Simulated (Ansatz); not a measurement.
**Sb: frozen-core PAW against all-electron methods**

```xyz
1
Lattice="3.0833 0.0000 0.0000 0.0000 3.0833 0.0000 0.0000 0.0000 3.0833" Properties=species:S:1:pos:R:3 pbc="T T T"
Sb    0.0000    0.0000    0.0000
```

The cell is the one relaxed in the Materials Project (mp-133), not relaxed further here; entries there can be hypothetical.

No spin–orbit coupling, which matters for the heavy atoms here.

Levels of theory: DFT, LDA, PAW with Ansatz's default frozen-core files, scalar-relativistic (Ansatz 0.2.0); DFT, LDA, all-electron LAPW, scalar-relativistic (Ansatz 0.2.0).

For PAW: a Γ-centred 12×12×12 k mesh, Fermi–Dirac smearing of 0.05 eV, cutoff 420 eV, no spin polarisation; the PAW files were made with PBE, and the program remakes their frozen cores for this functional. LAPW targets a basis error of 0.5 meV/atom. The Ansatz runs share mesh, smearing and spin set-up. Plane-wave (PAW) pressures include the program's estimate of the Pulay term.

Stress and pressure are positive in compression.

Levels count from the Fermi level.

PAW results:

```tsv
quantity	PAW
pressure (GPa)	-2.38
highest filled level at Γ (eV)	-12.640
lowest empty level at Γ (eV)	3.191
highest filled level at R (eV)	-1.719
lowest empty level at R (eV)	4.870
```

What does LAPW (all electrons) give for the same quantities?


| quantity | LAPW |
| --- | --- |
| pressure (GPa) | -2.35 |
| highest filled level at Γ (eV) | -12.639 |
| lowest empty level at Γ (eV) | 3.189 |
| highest filled level at R (eV) | -1.720 |
| lowest empty level at R (eV) | 4.873 |
